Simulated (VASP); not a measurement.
# EuS (Fm-3m) in VASP: further runs

One crystal, EuS, is run at these levels: PBE+U; tasks: single point.

Everything below comes from runs of VASP 6.6.1. Logs are shortened: lines on timing, memory, paths and dates and some standing lists are left out, and cuts for length are marked.

### 1 Starting point

It takes space group Fm-3m (No. 225, cubic). The conventional cell has a = 5.957 Å, b = 5.957 Å, c = 5.957 Å, α = 90.00°, β = 90.00°, γ = 90.00°. Eu (site symmetry m-3m) has 6 S at 2.98 Å as nearest neighbours. S (site symmetry m-3m) is surrounded by 6 Eu at 2.98 Å.

### 2 Single point, PBE+U, collinear spin, typed start

INCAR reads:

```
  ALGO = Normal
  EDIFF = 1E-7
  ENCUT = 520
  GGA = PE
  ISIF = 2
  ISMEAR = -1
  ISPIN = 2
  LASPH = T
  LCHARG = T
  LDAU = T
  LDAUJ = 0 0
  LDAUL = 3 -1
  LDAUPRINT = 1
  LDAUTYPE = 2
  LDAUU = 5.4 0
  LELF = T
  LMAXMIX = 6
  LORBIT = 11
  LREAL = F
  LVHAR = T
  LWAVE = F
  MAGMOM = 7 0
  NBANDS = 22
  NELM = 150
  PREC = Accurate
  SIGMA = 0.03
```

KPOINTS reads:

```
k-points
0
Gamma
  7 7 7
```

POSCAR reads:

```
EuS
1.0
    0.0000000000      2.9785000000      2.9785000000
    2.9785000000      0.0000000000      2.9785000000
    2.9785000000      2.9785000000      0.0000000000
Eu S
1 1
Direct
    0.0000000000      0.0000000000      0.0000000000
    0.5000000000      0.5000000000      0.5000000000
```

Potentials or basis: VASP PAW PBE potentials, release 64 (Eu, S).

Launch:

```bash
$ cat potpaw_PBE.64/Eu/POTCAR potpaw_PBE.64/S/POTCAR > POTCAR
$ mpirun -np 1 vasp_std > vasp.out
```

OUTCAR:

```text
EDIFF = 1E-7
   ENCUT = 520
   GGA = PE
   ISIF = 2
   ISMEAR = -1
   ISPIN = 2
   LASPH = T
   LORBIT = 11
   LREAL = F
   NELM = 150
   PREC = Accurate

 ion  position               nearest neighbor table
   1  0.000  0.000  0.000-   2 2.98   2 2.98   2 2.98   2 2.98   2 2.98   2 2.98
   2  0.500  0.500  0.500-   1 2.98   1 2.98   1 2.98   1 2.98   1 2.98   1 2.98

  LATTYP: Found a face centered cubic cell.
 ALAT       =     5.9570000000

  Lattice vectors:

 A1 = (   0.0000000000,   2.9785000000,   2.9785000000)
 A2 = (   2.9785000000,   0.0000000000,   2.9785000000)
 A3 = (   2.9785000000,   2.9785000000,   0.0000000000)

Analysis of symmetry for initial positions (statically):
=====================================================================
 Subroutine PRICEL returns:
 Original cell was already a primitive cell.

 Routine SETGRP: Setting up the symmetry group for a
 face centered cubic supercell.

 Subroutine GETGRP returns: Found 48 space group operations
 (whereof 48 operations were pure point group operations)
 out of a pool of 48 trial point group operations.

The static configuration has the point symmetry O_h .

Analysis of symmetry for dynamics (positions and initial velocities):
=====================================================================
 Subroutine PRICEL returns:
 Original cell was already a primitive cell.

 Routine SETGRP: Setting up the symmetry group for a
 face centered cubic supercell.

 Subroutine GETGRP returns: Found 48 space group operations
 (whereof 48 operations were pure point group operations)
 out of a pool of 48 trial point group operations.

The dynamic configuration has the point symmetry O_h .

Analysis of structural, dynamic, and magnetic symmetry:
=====================================================================
 Subroutine PRICEL returns:
 Original cell was already a primitive cell.

 Routine SETGRP: Setting up the symmetry group for a
 face centered cubic supercell.

 Subroutine GETGRP returns: Found 48 space group operations
 (whereof 48 operations were pure point group operations)
 out of a pool of 48 trial point group operations.

The overall configuration has the point symmetry O_h .

 Subroutine INISYM returns: Found 48 space group operations
 (whereof 48 operations are pure point group operations),
 and found     1 'primitive' translations

----------------------------------------------------------------------------------------

                                     Primitive cell

  volume of cell :      52.8473

  direct lattice vectors                    reciprocal lattice vectors
     0.000000000  2.978500000  2.978500000    -0.167869733  0.167869733  0.167869733
     2.978500000  0.000000000  2.978500000     0.167869733 -0.167869733  0.167869733
     2.978500000  2.978500000  0.000000000     0.167869733  0.167869733 -0.167869733

  length of vectors
     4.212235096  4.212235096  4.212235096     0.290758907  0.290758907  0.290758907

  position of ions in fractional coordinates (direct lattice)
     0.000000000  0.000000000  0.000000000
     0.500000000  0.500000000  0.500000000
[... 122 lines left out ...]
 -0.0000 -0.0000  0.0000  0.9724  0.0000 -0.0000 -0.0000
  0.0000  0.0000 -0.0000  0.0000  0.9740  0.0000  0.0012
  0.0000 -0.0000  0.0000 -0.0000  0.0000  0.9750 -0.0000
 -0.0000 -0.0000  0.0000 -0.0000  0.0012 -0.0000  0.9734

spin component  2

  0.0019 -0.0000  0.0009 -0.0000 -0.0000 -0.0000  0.0000
 -0.0000  0.0000  0.0000  0.0000 -0.0000  0.0000  0.0000
  0.0009  0.0000  0.0014 -0.0000 -0.0000 -0.0000 -0.0000
 -0.0000  0.0000 -0.0000  0.0026 -0.0000  0.0000 -0.0000
 -0.0000 -0.0000 -0.0000 -0.0000  0.0014 -0.0000 -0.0009
 -0.0000  0.0000 -0.0000  0.0000 -0.0000  0.0007  0.0000
  0.0000  0.0000 -0.0000 -0.0000 -0.0009  0.0000  0.0019

 occupancies and eigenvectors

  o =  0.0000  v =  0.0000  0.0000  0.0000  0.0000  0.0000  0.0000  0.0000 -0.0000 -1.0000  0.0000  0.0000  0.0000 -0.0000  0.0000      0.0000  0.0000  0.0000  0.0000  0.0000  0.0000  0.0000  0.0000  0.0000  0.0000  0.0000  0.0000  0.0000  0.0000
  o =  0.0007  v =  0.0000  0.0000  0.0000  0.0000  0.0000  0.0000  0.0000 -0.0006 -0.0000  0.0008 -0.0000  0.0001  1.0000  0.0001      0.0000  0.0000  0.0000  0.0000  0.0000  0.0000  0.0000  0.0000  0.0000  0.0000  0.0000  0.0000  0.0000  0.0000
  o =  0.0007  v =  0.0000  0.0000  0.0000  0.0000  0.0000  0.0000  0.0000  0.6124 -0.0000 -0.7906 -0.0000 -0.0023  0.0010 -0.0018      0.0000  0.0000  0.0000  0.0000  0.0000  0.0000  0.0000  0.0000  0.0000  0.0000  0.0000  0.0000  0.0000  0.0000
  o =  0.0007  v =  0.0000  0.0000  0.0000  0.0000  0.0000  0.0000  0.0000  0.0018  0.0000 -0.0023  0.0000  0.7906 -0.0001  0.6124      0.0000  0.0000  0.0000  0.0000  0.0000  0.0000  0.0000  0.0000  0.0000  0.0000  0.0000  0.0000  0.0000  0.0000
  o =  0.0026  v =  0.0000  0.0000  0.0000  0.0000  0.0000  0.0000  0.0000 -0.0001 -0.0000 -0.0001 -1.0000  0.0001 -0.0000 -0.0001      0.0000  0.0000  0.0000  0.0000  0.0000  0.0000  0.0000  0.0000  0.0000  0.0000  0.0000  0.0000  0.0000  0.0000
  o =  0.0026  v =  0.0000  0.0000  0.0000  0.0000  0.0000  0.0000  0.0000 -0.7906 -0.0000 -0.6124  0.0001 -0.0001  0.0000  0.0002      0.0000  0.0000  0.0000  0.0000  0.0000  0.0000  0.0000  0.0000  0.0000  0.0000  0.0000  0.0000  0.0000  0.0000
  o =  0.0026  v =  0.0000  0.0000  0.0000  0.0000  0.0000  0.0000  0.0000  0.0002  0.0000  0.0001 -0.0001 -0.6124  0.0000  0.7906      0.0000  0.0000  0.0000  0.0000  0.0000  0.0000  0.0000  0.0000  0.0000  0.0000  0.0000  0.0000  0.0000  0.0000
  o =  0.9724  v =  0.0001 -0.0000  0.0001 -0.0574  0.6114  0.0000 -0.7893  0.0000  0.0000  0.0000  0.0000  0.0000  0.0000  0.0000      0.0000  0.0000  0.0000  0.0000  0.0000  0.0000  0.0000  0.0000  0.0000  0.0000  0.0000  0.0000  0.0000  0.0000
  o =  0.9724  v =  0.7906 -0.0000  0.6124  0.0002 -0.0001 -0.0000  0.0001  0.0000  0.0000  0.0000  0.0000  0.0000  0.0000  0.0000      0.0000  0.0000  0.0000  0.0000  0.0000  0.0000  0.0000  0.0000  0.0000  0.0000  0.0000  0.0000  0.0000  0.0000
  o =  0.9724  v = -0.0002  0.0000 -0.0001  0.9984  0.0351 -0.0000 -0.0454  0.0000  0.0000  0.0000  0.0000  0.0000  0.0000  0.0000      0.0000  0.0000  0.0000  0.0000  0.0000  0.0000  0.0000  0.0000  0.0000  0.0000  0.0000  0.0000  0.0000  0.0000
  o =  0.9742  v =  0.0000  1.0000 -0.0000 -0.0000 -0.0000 -0.0000 -0.0000  0.0000  0.0000  0.0000  0.0000  0.0000  0.0000  0.0000      0.0000  0.0000  0.0000  0.0000  0.0000  0.0000  0.0000  0.0000  0.0000  0.0000  0.0000  0.0000  0.0000  0.0000
  o =  0.9750  v = -0.0002 -0.0000  0.0003 -0.0000 -0.7904 -0.0218 -0.6122  0.0000  0.0000  0.0000  0.0000  0.0000  0.0000  0.0000      0.0000  0.0000  0.0000  0.0000  0.0000  0.0000  0.0000  0.0000  0.0000  0.0000  0.0000  0.0000  0.0000  0.0000
  o =  0.9750  v =  0.6124 -0.0000 -0.7906 -0.0000 -0.0003  0.0013 -0.0003  0.0000  0.0000  0.0000  0.0000  0.0000  0.0000  0.0000      0.0000  0.0000  0.0000  0.0000  0.0000  0.0000  0.0000  0.0000  0.0000  0.0000  0.0000  0.0000  0.0000  0.0000
  o =  0.9750  v = -0.0008  0.0000  0.0010  0.0000 -0.0172  0.9998 -0.0134  0.0000  0.0000  0.0000  0.0000  0.0000  0.0000  0.0000      0.0000  0.0000  0.0000  0.0000  0.0000  0.0000  0.0000  0.0000  0.0000  0.0000  0.0000  0.0000  0.0000  0.0000

 number of electron      23.0000004 magnetization       7.0000006

 Free energy of the ion-electron system (eV)
  ---------------------------------------------------
  ext. energy  EPLUGINS =         0.00000000
  ---------------------------------------------------
  free energy    TOTEN  =       -19.19549014 eV

  energy without entropy =      -19.19547058  energy(sigma->0) =      -19.19548036

 E-fermi :   3.5423     XC(G=0):  -9.5594

 val. band max:        3.3855588449   @ k =   0.0000   0.0000   0.0000
 cond. band min:       3.7185560791   @ k =   0.4286   0.4286   0.0000
 fundamental gap:      0.3329972342
 Fermi energy:         3.5422680081

 spin component 1

 k-point     1 :       0.0000    0.0000    0.0000
  band No.  band energies     occupation
      1     -36.4433      1.00000
      2     -15.3161      1.00000
      3     -15.3161      1.00000
      4     -15.3161      1.00000
      5      -9.1618      1.00000
      6       1.3107      1.00000
[... 489 lines left out ...]
     21      11.0913      0.00000
     22      12.4138      0.00000
 Fermi energy:         3.5422680081

 spin component 2

 k-point     1 :       0.0000    0.0000    0.0000
  band No.  band energies     occupation
      1     -33.3088      1.00000
      2     -13.0394      1.00000
      3     -13.0394      1.00000
      4     -13.0394      1.00000
      5      -9.1698      1.00000
      6       1.7330      1.00000
[... 489 lines left out ...]
     21      12.8223      0.00000
     22      13.5767      0.00000

------------------------ aborting loop because EDIFF is reached ----------------------------------------

  FORCE on cell =-STRESS in cart. coord.  units (eV):
  Direction    XX          YY          ZZ          XY          YZ          ZX
  --------------------------------------------------------------------------------------
  -------------------------------------------------------------------------------------
  Total        0.2481413      0.2481413      0.2481413      0.0000000      0.0000000     -0.0000000
  in kB        7.5229278      7.5229278      7.5229278      0.0000000      0.0000000     -0.0000000
  external PRESSURE =       7.5229278 kB  Pullay stress =       0.0000000 kB

 VOLUME and BASIS-vectors are now :
 -----------------------------------------------------------------------------
  energy-cutoff  :      520.00
  volume of cell :       52.85
      direct lattice vectors                 reciprocal lattice vectors
     0.000000000  2.978500000  2.978500000    -0.167869733  0.167869733  0.167869733
     2.978500000  0.000000000  2.978500000     0.167869733 -0.167869733  0.167869733
     2.978500000  2.978500000  0.000000000     0.167869733  0.167869733 -0.167869733

 POSITION                                       TOTAL-FORCE (eV/Angst)
 -----------------------------------------------------------------------------------
      0.00000      0.00000      0.00000         0.000000      0.000000      0.000000
      2.97850      2.97850      2.97850        -0.000000     -0.000000     -0.000000
 -----------------------------------------------------------------------------------
    total drift:                                0.000000     -0.000000     -0.000000

  FREE ENERGIE OF THE ION-ELECTRON SYSTEM (eV)
  ---------------------------------------------------
  free  energy   TOTEN  =       -19.1954901392 eV

  energy  without entropy=      -19.1954705759  energy(sigma->0) =      -19.19548036

 total charge

# of ion       s       p       d       f       tot
--------------------------------------------------
    1        2.029   5.788   0.247   6.818  14.882
    2        1.317   2.450   0.000   0.000   3.767
--------------------------------------------------
tot          3.346   8.238   0.247   6.818  18.649

 magnetization (x)

# of ion       s       p       d       f       tot
--------------------------------------------------
    1       -0.016  -0.118   0.047   6.799   6.713
    2       -0.006  -0.057   0.000   0.000  -0.063
--------------------------------------------------
tot         -0.022  -0.175   0.047   6.799   6.650
```

It took 44 s on 1 thread of Intel Xeon Platinum 8488C (Sapphire Rapids), shared host; peak memory 0.22 GiB.

What came out:

```
Free energy                                           : -19.1955 eV
Pressure                                              : 0.8 GPa
Band gap on the k mesh                                : 0.33 eV, indirect (least direct gap 0.58 eV)
Net moment                                            : 7.00 μB per cell
Site moments                                          : Eu +6.71; S -0.06 μB
Valence electrons inside the program's atomic spheres : Eu 14.88; S 3.77
```

Eigenvalues of the final occupation matrices:
| site | spin | trace | eigenvalues |
| --- | --- | --- | --- |
| site 1 f | 1 | 6.82 | 0.97 0.97 0.97 0.97 0.97 0.97 0.97 |
| site 1 f | 2 | 0.01 | 0.00 0.00 0.00 0.00 0.00 0.00 0.00 |

Caveat: spin-orbit coupling is left out, which moves the levels of the heavy elements; an odd mesh through Γ misses points on the zone boundary, where band edges often lie; a cell with one magnetic atom can't hold antiferromagnetic order, which such compounds often take.

### 3 Single point, PBE+U, collinear spin, typed start

INCAR reads:

```
SYSTEM = EuS
PREC = Accurate
ENCUT = 520
EDIFF = 1E-7
ISMEAR = -1
SIGMA = 0.03
LREAL = .False.
LASPH = .True.
NELM = 150
ALGO = Normal
ISIF = 2
LWAVE = .False.
LCHARG = .False.
ISPIN = 2
MAGMOM = 9 0
LORBIT = 11
NUPDOWN = 9.0
LMAXMIX = 6
LDAU = .True.
LDAUTYPE = 2
LDAUL = 3 -1
LDAUU = 5.4 0
LDAUJ = 0 0
LDAUPRINT = 1
GGA = PE
NBANDS = 22
```

KPOINTS reads:

```
Automatic mesh
0
Gamma
  7 7 7
  0 0 0
```

POSCAR is that of step 2.

Potentials or basis: VASP PAW PBE potentials, release 64 (Eu, S).

Launch:

```bash
$ cat potpaw_PBE.64/Eu/POTCAR potpaw_PBE.64/S/POTCAR > POTCAR
$ mpirun -np 1 vasp_std > vasp.out
```

It took 62 s on 1 thread of Intel Xeon Platinum 8488C (Sapphire Rapids), shared host; peak memory 0.22 GiB.

It converged, with:

```yaml
Free_energy: -14.8801 eV
Pressure: 2.5 GPa
Net_moment: 9.00 μB per cell
Site_moments: Eu +7.00; S +0.53 μB
Valence_electrons_inside_the_program's_atomic_spheres: Eu 14.99; S 3.61
```

Eigenvalues of the final occupation matrices:
```tsv
site	spin	trace	eigenvalues
site 1 f	1	6.82	0.97 0.97 0.97 0.97 0.97 0.97 0.98
site 1 f	2	0.00	0.00 0.00 0.00 0.00 0.00 0.00 0.00
```

Caveat: spin-orbit coupling is left out, which moves the levels of the heavy elements; the total moment is fixed, so each spin has its own Fermi level; a cell with one magnetic atom can't hold antiferromagnetic order, which such compounds often take. The state reached can hang on the start; a lower one may exist.

### 4 Single point, PBE+U, collinear spin, typed start (parallel moments scaled by 0.1, free total moment)

INCAR reads:

```
PREC = Accurate ; ENCUT = 520
EDIFF = 1E-7 ; ISMEAR = -1
SIGMA = 0.03 ; LREAL = False
LASPH = True ; NELM = 150
ALGO = Normal ; ISIF = 2
LWAVE = False ; LCHARG = False
ISPIN = 2 ; MAGMOM = 0.7 0
LORBIT = 11 ; LMAXMIX = 6
LDAU = True ; LDAUTYPE = 2
LDAUL = 3 -1 ; LDAUU = 5.4 0
LDAUJ = 0 0 ; LDAUPRINT = 1
GGA = PE ; NBANDS = 22
```

KPOINTS reads:

```
Automatic mesh
0
Gamma
  7 7 7
```

POSCAR is that of step 3.

Launch:

```bash
$ cat potpaw_PBE.64/Eu/POTCAR potpaw_PBE.64/S/POTCAR > POTCAR
$ mpirun -np 1 vasp_std > vasp.out
```

It took 52 s on 1 thread of Intel Xeon Platinum 8488C (Sapphire Rapids), shared host; peak memory 0.22 GiB.

It converged, with:

| Property | Result |
| --- | --- |
| Free energy | -19.1955 eV |
| Pressure | 0.8 GPa |
| Band gap on the k mesh | 0.33 eV, indirect (least direct gap 0.58 eV) |
| Net moment | 7.00 μB per cell |
| Site moments | Eu +6.71; S -0.06 μB |
| Valence electrons inside the program's atomic spheres | Eu 14.88; S 3.77 |

Levels at points of the mesh, in eV from the valence-band top:
Spin up:
```tsv
k point	band 13	band 14	band 15	band 16	band 17	band 18
(0.00, 0.00, 0.00)	0.00	0.00	0.00	1.88	2.19	2.19
```
Spin down:
| k point | band 5 | band 6 | band 7 | band 8 | band 9 | band 10 | band 11 | band 12 |
| --- | --- | --- | --- | --- | --- | --- | --- | --- |
| (0.00, 0.00, 0.00) | -12.56 | -1.65 | -1.65 | -1.65 | 2.33 | 2.84 | 2.84 | 2.84 |

Eigenvalues of the final occupation matrices:
| site | spin | trace | eigenvalues |
| --- | --- | --- | --- |
| site 1 f | 1 | 6.82 | 0.97 0.97 0.97 0.97 0.97 0.97 0.97 |
| site 1 f | 2 | 0.01 | 0.00 0.00 0.00 0.00 0.00 0.00 0.00 |

Caveat: spin-orbit coupling is left out, which moves the levels of the heavy elements; an odd mesh through Γ misses points on the zone boundary, where band edges often lie; a cell with one magnetic atom can't hold antiferromagnetic order, which such compounds often take. The state reached can hang on the start; a lower one may exist.

### 5 Single point, PBE+U, collinear spin, typed start

INCAR reads:

```
PREC = Accurate
ENCUT = 520
EDIFF = 1E-6
ISMEAR = -1
SIGMA = 0.03
LREAL = F
LASPH = T
NELM = 150
ALGO = Normal
ISIF = 2
LWAVE = F
LCHARG = T
ISPIN = 2
MAGMOM = 7 0
LORBIT = 11
NUPDOWN = 7.0
LMAXMIX = 6
LDAU = T
LDAUTYPE = 2
LDAUL = 3 -1
LDAUU = 5.4 0
LDAUJ = 0 0
LDAUPRINT = 1
GGA = PE
LELF = T
LVHAR = T
NBANDS = 22
```

KPOINTS is that of step 4.

POSCAR is that of step 4.

Launch:

```bash
$ cat potpaw_PBE.64/Eu/POTCAR potpaw_PBE.64/S/POTCAR > POTCAR
$ mpirun -np 1 vasp_std > vasp.out
```

It took 45 s on 1 thread of Intel Xeon Platinum 8488C (Sapphire Rapids), shared host; peak memory 0.22 GiB.

Results (log left out):

```yaml
Free_energy: -19.1955 eV
Pressure: 0.8 GPa
Net_moment: 7.00 μB per cell
Site_moments: Eu +6.71; S -0.06 μB
Valence_electrons_inside_the_program's_atomic_spheres: Eu 14.88; S 3.77
```

Eigenvalues of the final occupation matrices:
```csv
site,spin,trace,eigenvalues
site 1 f,1,6.82,0.97 0.97 0.97 0.97 0.97 0.97 0.97
site 1 f,2,0.01,0.00 0.00 0.00 0.00 0.00 0.00 0.00
```

Caveat: spin-orbit coupling is left out, which moves the levels of the heavy elements; the total moment is fixed, so each spin has its own Fermi level; a cell with one magnetic atom can't hold antiferromagnetic order, which such compounds often take. The state reached can hang on the start; a lower one may exist.

### 6 Summary

| fixed moment (μB) | cell | gap on the mesh (eV) | pressure (GPa) | moment (μB) |
| --- | --- | --- | --- | --- |
| - | as given | 0.33 | 0.8 | 7.00 |
| 9.0 | as given | - | 2.5 | 9.00 |
| - | parallel moments scaled by 0.1, free total moment | 0.33 | 0.8 | 7.00 |
| 7.0 | as given | - | 0.8 | 7.00 |

Alike in all rows: task single point; level PBE+U; potentials or basis VASP PAW PBE potentials, release 64 (Eu, S); spin collinear, typed start; Eu f U = 5.4 eV; k mesh 7 × 7 × 7; cutoff (eV) 520; smearing fermi-dirac 0.03 eV.

Caveats: spin-orbit coupling is left out, which moves the levels of the heavy elements; a cell with one magnetic atom can't hold antiferromagnetic order, which such compounds often take; an odd mesh through Γ misses points on the zone boundary, where band edges often lie (some runs); the total moment is fixed, so each spin has its own Fermi level (some runs).

Absolute energies hang on the potentials; compare differences alone.
